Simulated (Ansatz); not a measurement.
**Al$_{2}$Ru: enthalpy under pressure, worked through**

All numbers below come from Ansatz 0.2.0, DFT PBEsol, scalar-relativistic, plane waves, PAW. Settings: 420 eV cutoff, 10×10×10 k-mesh, Gaussian smearing of 0.01 eV, no spin polarisation.

Starting point, cell and atoms relaxed:

```xyz
6
Lattice="0.0000 3.9876 4.3851 2.3506 0.0000 4.3851 2.3506 3.9876 0.0000" Properties=species:S:1:pos:R:3 pbc="T T T"
Al    1.1753    0.6296    2.1925
Al    1.1753    3.3580    2.1925
Al    2.3506    1.3642    4.3851
Al    2.3506    6.6111    4.3851
Ru    3.5259    5.9815    6.5776
Ru    2.3506    3.9876    4.3851
```

Cell and atoms were relaxed at each target pressure within the start's symmetry (Fddd), at zero temperature; other phases can be more stable under pressure. H = E + PV with P the target; E is the free energy at the smearing used, whose derivative the pressure is, per atom and counted from zero pressure.

```tsv
P (GPa)	V (Å³/atom)	E − E0 (meV)	H − H0 (meV)
0	13.701	0.0	0.0
3	13.482	2.0	254.5
8	13.152	13.2	669.9
15	12.753	41.6	1235.6
30	12.063	136.9	2395.7
60	11.077	407.7	4556.0
```

Task: Thermodynamics gives dH/dP = V along a relaxed path. Integrate V over P by the trapezoid rule and compare with the computed enthalpies.

Result: With 1 eV/Å³ = 160.22 GPa, each step adds the mean volume times ΔP / 160.22:
```tsv
P (GPa)	∫V dP (meV)	H − H0 (meV)	difference (meV)
3	254.5	254.5	0.0
8	670.1	669.9	0.2
15	1236.0	1235.6	0.4
30	2397.7	2395.7	2.0
60	4564.1	4556.0	8.1
```

V(P) curves upward, so the trapezoid rule runs high; integrating a smooth curve through the same points (P as a polynomial of degree 4 in ln V) puts that excess at about 7.9 meV at 60 GPa, against the 8.1 meV found.

Task: At 60 GPa, how much of the enthalpy change is stored energy and how much is the PV term?

Result: E rises by 408 meV/atom and PV is 60 × 11.077 / 160.22 = 4148 meV/atom, so PV makes 91 % of ΔH. So between rival structures at high pressure a small difference in volume can outweigh the difference in energy: 1 % of this volume is worth 41.5 meV/atom at this pressure.

Task: What bulk modulus do the lowest pressures give?

Result: From the pressures that the runs reached, -3.00 GPa (13.942 Å³) and 3.00 GPa (13.482 Å³), B = −ΔP/Δln V = 6.00 / 0.0336 = 179 GPa, a mean over that range.